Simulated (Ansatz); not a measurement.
CaF2 built on the fluorite prototype, relaxed with r2SCAN in the PAW code Ansatz: it is cubic, Fm-3m (No. 225); a = 5.439 Å in the conventional setting, 13.41 Å³ an atom. Around Ca lie 8 F at 2.36 Å; around F lie 4 Ca at 2.36 Å. The primitive cell holds 3 atoms in 40.23 Å³. No spin polarisation and no zero-point or thermal motion.

Computed values: HSE06 (6×6×6) gives a least gap of 9.45 eV and a least direct gap of 9.72 eV. In PBE's bands the lowest conduction level rises by 0.091 eV from Γ to the point 0.1155 1/Å along Γ–X; the direct gap at Γ is 7.63 eV. r2SCAN's ε∞ is 2.19.

Question: At what wavelength does absorption set in by HSE06, excitons left aside?

Answer: λ = 1239.84 eV nm/E: 131 nm for the least gap, where it needs phonons and is weak, and 128 nm for direct transitions. That lies in the ultraviolet, so by this gap the crystal is transparent to visible light.

Question: Estimate the electron mass at Γ from the rise of PBE's conduction level.

Answer: A parabola gives m*/mₑ = (ħ²/2mₑ) k²/ΔE = 3.810 × 0.1155²/0.091 = 0.559. The band flattens away from Γ; with E(1 + E/E_g) = ħ²k²/2m* the mass at the edge is 0.559/(1 + 0.091/7.63) = 0.552 (1/E_g is only a rough value for the bending). It is PBE's mass, and a gap that is too small makes it too light.

Question: What refractive index and reflectivity at normal incidence follow, below the gap and above the phonons?

Answer: n = √2.19 = 1.480; R = ((n − 1)/(n + 1))² = (0.480/2.480)² = 3.7 % a face.

The meshes of the hybrids are coarse, so their gaps aren't converged to the digits shown.
